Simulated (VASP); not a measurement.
Input of a VASP 6.6.1 run:

INCAR

```
PREC = Accurate
ENCUT = 520
EDIFF = 1E-7
ISMEAR = 0
SIGMA = 0.02
LREAL = False
LASPH = True
NELM = 100
ALGO = Fast
ISIF = 3
LWAVE = False
LCHARG = False
GGA = PE
IVDW = 12
IBRION = 2
NSW = 80
EDIFFG = -0.002
AMIX = 0.2
```

File KPOINTS:

```
regular mesh
0
Gamma
  15 15 6
```

The input POSCAR:

```
BN
1.0
    2.4982400000      0.0000000000      0.0000000000
   -1.2491200000      2.1635393000      0.0000000000
    0.0000000000      0.0000000000      6.6357000000
B N
2 2
Direct
    0.3333333300      0.6666666700      0.2500000000
    0.6666666700      0.3333333300      0.7500000000
    0.3333333300      0.6666666700      0.7500000000
    0.6666666700      0.3333333300      0.2500000000
```

Potentials or basis: VASP PAW PBE potentials, release 64 (B, N).

Run with:

```bash
$ cat potpaw_PBE.64/B/POTCAR potpaw_PBE.64/N/POTCAR > POTCAR
$ mpirun -np 1 vasp_std > vasp.out
```

Question: Estimate the space group after relaxing (to 0.05 Å).

Answer: P6_3/mmc (No. 194).

Question: Predict the dispersion energy per atom.

Answer: -0.142 eV.

Question: Predict the relaxed cell.

Answer: a = 2.507 Å, b = 2.507 Å, c = 6.586 Å, α = 90.00°, β = 90.00°, γ = 120.00°.

Question: Estimate the relaxed volume.

Answer: 8.96 Å³/atom.

Step by step:
```tsv
step	energy change (eV)	largest force (eV/Å)	pressure (GPa)	volume (Å³)
1	0.0000	0.0000	2.43	35.87
2	0.0077	0.0000	-4.70	36.57
3	-0.0029	0.0000	-0.11	36.11
4	-0.0029	0.0000	-0.04	36.10
5	-0.0029	0.0000	-0.04	36.09
6	-0.0030	0.0000	-0.01	36.03
7	-0.0031	0.0000	0.00	35.93
8	-0.0030	0.0000	0.05	35.71
9	-0.0031	0.0000	0.03	35.83
10	-0.0031	0.0000	0.02	35.84
11	-0.0031	0.0000	-0.21	35.87
12	-0.0031	0.0000	0.00	35.84
```
